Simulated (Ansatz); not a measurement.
# Sb (I4/mmm) in Ansatz: further runs

Runs on Sb. Level: PBE. Tasks: single point.

All numbers are computed with Ansatz 0.2.0; they aren't measurements. Logs are shortened: lines on timing, memory, paths and dates and some standing lists are left out, and cuts for length are marked.

### Step 1. The crystal as given

Symmetry: I4/mmm, No. 139, tetragonal system. Conventional cell: a = 3.153 Å, b = 3.153 Å, c = 5.424 Å, α = 90.00°, β = 90.00°, γ = 90.00°. Sb (site symmetry 4/mmm) is surrounded by 12 Sb at 3.15 to 3.51 Å.

This isn't the form of Sb at room conditions, which is rhombohedral.

### Step 2. Single point, PBE

Input file input.yaml:

```yaml
crystal:
  lattice:
    - [-1.5765401831, 1.5765401831, 2.7119384313]
    - [1.5765401831, -1.5765401831, 2.7119384313]
    - [1.5765401831, 1.5765401831, -2.7119384313]
  atoms:
    - { symbol: Sb, position: [0.0, 0.0, 0.0] }
hamiltonian:
  xc: pbe
  pseudopotentials: { kind: paw }
kpoints:
  mp_grid: { grid: [12, 12, 12] }
scf:
  occupations: { method: gaussian, width: 0.016 }
output:
  forces: true
  stress: true
  eigenvalues: true
  write_density: true
  write_potential: true
  elf: true
  volumetric_format: npy
```

Potentials or basis: Ansatz PAW.

Command:

```sh
$ ansatz run input.yaml --threads 2 --pin off --max-ram 5632MiB --backend cpu --events-out ev --progress --plain --runs-dir out
```

Log:

```text
Warning: RAYON_NUM_THREADS=2 ignored (pool sized by the plan → 2); use --threads N
Engine: ansatz 0.2.0, aarch64-unknown-linux-gnu
Pseudopotentials: kind: paw
Pseudopotential: Sb, paw, valence charge 15, recommended cutoff 420 eV (normal), Sb.paw.azcp
Functional definition: PBE
  parameter kappa = 0.804
  parameter beta = 0.06672455060314922
  exchange = pbe_x(kappa = kappa, mu = beta*pi^2/3)
  correlation = pbe_c(beta = beta)
Crystal: 1 atoms, lattice volume = 26.962 Å³
Basis set: ecut = 420 eV, 517 PW (Γ), exchange–correlation on 48×48×48 points (8 copies of the dense FFT grid, shifted against one another)
Bands: 12, of which v1, the nominal top of the filled ones, is band 8 counted from 1 (7 counted from 0)
Symmetry: 16 space group operations
Space group: I4/mmm (ITA 139), of the structure as read, at distance tolerance 3.0e-5 Å
k-points: 163 of 1728
Non-local potential: Sb, projectors of the file, l = 0: 2, l = 1: 2, l = 2: 2, l = 3: 2
PAW form: soft (Blöchl's): semilocal exchange-correlation on the pseudo side does not see the compensation charge
PAW one-centre angular grid: Sb, 590 points (default); XC on 64 Gauss nodes
Initial density: superposition of atomic densities (neutral atoms: chi_scale 0, normalization atom), corrected by the library's trained network
Initial wavefunctions: pseudopotential atomic-orbital guess
Functional: x = pbe(κ = 0.804, μ = 0.2195149727645171), c = pbe(β = 0.06672455060314922)
SCF iter   1: F=—  HF=-6484.185873 eV  |F-HF|=—  |Δ(HF+E_count)|=         —  Δρ=1.18e-3  dr2=4.27e-4  ethr=1.77e-3  ⟨swp⟩=5.9  Hψ=11845  notcnv=0
preconditioner: auto → none  [insulator: Δε(μ)=0.021 eV  Ē_g=12.526 eV  σ=0.016 eV  W_gap=0.63  n_scr=10 (ndim 8)  ℏωp=16.0 eV  f_vac=0.000  D(μ)=1.12/eV (n_scr^D=10)  ε∞_Penn≈2.6]
SCF iter   2: F=—  HF=-6484.185204 eV  |F-HF|=—  |Δ(HF+E_count)|=   6.69e-4  Δρ=5.93e-4  dr2=9.25e-5  ethr=2.85e-6  ⟨swp⟩=2.0  Hψ=4870  notcnv=0  defer=60
SCF iter   3: F=—  HF=-6484.185201 eV  |F-HF|=—  |Δ(HF+E_count)|=   3.15e-6  Δρ=1.84e-4  dr2=5.44e-6  ethr=6.17e-7  ⟨swp⟩=2.4  Hψ=2993  notcnv=0  defer=60
SCF iter   4: F=—  HF=-6484.185207 eV  |F-HF|=—  |Δ(HF+E_count)|=   5.68e-6  Δρ=5.49e-5  dr2=4.26e-7  ethr=3.62e-8  ⟨swp⟩=2.0  Hψ=2271  notcnv=0  defer=60
iter 5 did not close the SCF: its close was put off for the readings that it lacked (scf_convergence_deferred on its scf_iter line)
SCF iter   5: F=-6484.185207 eV  HF=-6484.185207 eV  |F-HF|=8.01e-9  |Δ(HF+E_count)|=   2.71e-7  Δρ=6.34e-6  dr2=8.00e-9  ethr=2.84e-9  ⟨swp⟩=2.0  Hψ=3089  notcnv=0  defer=60
SCF iter   6: F=-6484.185207 eV  HF=-6484.185207 eV  |F-HF|=5.75e-10  |Δ(HF+E_count)|=   3.56e-9  Δρ=1.31e-6  dr2=4.50e-10  ethr=5.33e-11  ⟨swp⟩=6.8  Hψ=10703  notcnv=0
SCF 1 converged in 6 iterations: F = -6484.185207 eV  dr2 = 4.50e-10
SCF converged after 6 iterations
Free energy (F): -6484.185207 eV
Harris-Foulkes:  -6484.185207 eV  (|F-HF|=5.75e-10)
Internal energy: -6484.185055 eV  (E = F + TS)
E sigma→0 (E₀):  -6484.185131 eV
Entropy (-TS):   -0.000152 eV (-0.152 meV/atom)
Fermi energy:    11.701401 eV
--- Per-component energies (eV) ---
  E_band       = -144.676207
  E_kinetic    = 206.727560
  E_local      = -1438.911558  (includes V_loc(G=0)·N_el)
  E_nonlocal   = 361.537517
  E_hartree    = 657.639230
  E_xc         = -138.600136
  E_vxc        = -96.436622  (∫ρ·V_xc dr)
  E_paw        = -4574.492851  (= ΣΔE_a)
  E_vpaw       = -492.872648  (= ΣTr[D̂ρ^β])
  E_aug_tail   = -0.000002  (compensation charges beyond the density's cutoff)
  E_ewald      = -1558.084815
  E_smearing   = -0.000152  (= −TS)
  E_closure    = 0.000000  (closes the sum)
  Σ components = -6484.185207   (vs F -6484.185207, Δ=0.00e0)
--- Forces (eV/Å), atoms counted from 1 ---
  atom   1  Sb    -0.00000000     0.00000000     0.00000000
  max |Σ_I F_I| component: 5.85e-32 eV/Å
--- Stress (GPa, compression-positive) ---
        2.071853       0.000000       0.000000
        0.000000       2.071853      -0.000000
       -0.000000      -0.000000       1.292402
  P = ⅓ Tr σ = 1.8120 GPa (18.120 kbar)
--- Band table (eV; the first three rows and the last of 163) ---
  k-point 0: bands = ["-17.7107", "-17.6764", "-17.6387", "-17.6387", "-17.5775", "-1.2850", "16.3054", "17.1005", "17.1005", "21.5688", "22.2356", "22.7701"]
  k-point 1: bands = ["-17.6977", "-17.6715", "-17.6422", "-17.6370", "-17.5822", "-1.0751", "15.9282", "16.0591", "16.3007", "20.5671", "22.0253", "22.9088"]
  k-point 2: bands = ["-17.6621", "-17.6587", "-17.6518", "-17.6324", "-17.5949", "-0.4472", "14.3333", "14.6969", "14.9936", "18.9451", "22.0490", "22.1909"]
  k-point 162: bands = ["-17.7292", "-17.6866", "-17.5881", "-17.5881", "-17.5649", "2.4007", "5.9980", "13.7836", "13.7836", "17.6746", "17.8415", "32.8375"]
```

rho_z.tsv:

```text
# z_ang	rho[e/angstrom^3]
# format = ansatz-planar-average/11
# lattice	-1.576540183	1.576540183	2.711938431
# lattice	1.576540183	-1.576540183	2.711938431
# lattice	1.576540183	1.576540183	-2.711938431
# sites	1
# site	51	0.000000000	0.000000000	0.000000000
0.000000	1.241652e0
0.146282	1.191819e0
0.292565	1.057039e0
0.438847	8.742805e-1
0.585130	6.859473e-1
0.731412	5.238016e-1
[... 16 lines left out ...]
3.218214	1.057039e0
3.364496	1.191819e0
```

v_z.tsv:

```text
# z_ang	v_es[eV]	v_tot[eV]
# format = ansatz-planar-average/11
# xc	pbe
# density_cutoff_ev	1680
# datasets	Sb=:simpson_from_first_knot:soft
# lattice	-1.576540183	1.576540183	2.711938431
# lattice	1.576540183	-1.576540183	2.711938431
# lattice	1.576540183	1.576540183	-2.711938431
# sites	1
# site	51	0.000000000	0.000000000	0.000000000
0.000000	4.304405e0	-7.189534e0
0.146282	4.364566e0	-7.091011e0
0.292565	4.546122e0	-6.795949e0
0.438847	4.851665e0	-6.306526e0
0.585130	5.283763e0	-5.629979e0
0.731412	5.842718e0	-4.783777e0
[... 16 lines left out ...]
3.218214	4.546122e0	-6.795949e0
3.364496	4.364566e0	-7.091011e0
```

Run time: 2.1 s. Hardware: 2 threads of Arm Neoverse V1, shared host; peak memory 0.33 GiB.

Results:

| Quantity | Value |
| --- | --- |
| Free energy | -6484.1852 eV |
| Pressure | 1.8 GPa |
| Band gap on the k mesh | none (metal or under the smearing width) |

Stress tensor (GPa, compression positive):
```
2.07 0.00 0.00
0.00 2.07 0.00
0.00 0.00 1.29
```

The run has no spin-orbit coupling, so splittings on Sb are missing.

### Step 3. Single point, PBE

input.yaml, as its differences from that of step 2:

```diff
@@ -13,3 +13,3 @@
 scf:
-  occupations: { method: gaussian, width: 0.016 }
+  occupations: { method: gaussian, width: 0.017 }
 output:
@@ -18,5 +18 @@
   eigenvalues: true
-  write_density: true
-  write_potential: true
-  elf: true
-  volumetric_format: npy
```

Potentials or basis: Ansatz PAW.

Command:

```sh
$ ansatz run input.yaml --threads 2 --pin off --max-ram 5632MiB --backend cpu --events-out ev --progress --plain --runs-dir out
```

Run time: 1.6 s. Hardware: 2 threads of Arm Neoverse V1, shared host; peak memory 0.33 GiB.

It converged, with:

| Property | Result |
| --- | --- |
| Free energy | -6484.1852 eV |
| Pressure | 1.8 GPa |
| Band gap on the k mesh | none (metal or under the smearing width) |

Stress tensor (GPa, compression positive):
```
2.06 0.00 0.00
0.00 2.06 0.00
0.00 0.00 1.30
```

Levels at points of the mesh, in eV from the Fermi level:
```
              k point  band 4  band 5  band 6  band 7  band 8  band 9  band 10  band 11  band 12
   (0.00, 0.00, 0.00)  -29.34  -29.28  -12.99    4.60    5.40    5.40     9.87    10.53    11.07
  (0.00, 0.00, -0.50)  -29.30  -29.21   -6.68   -4.43   -1.05    0.56     3.45     4.37    15.60
  (0.00, -0.50, 0.00)  -29.29  -29.27   -9.15   -5.83    1.74    5.34     6.18    10.38    10.63
(-0.50, -0.50, -0.50)  -29.29  -29.27   -9.30   -5.70    2.08    2.08     5.97     6.14    21.14
```
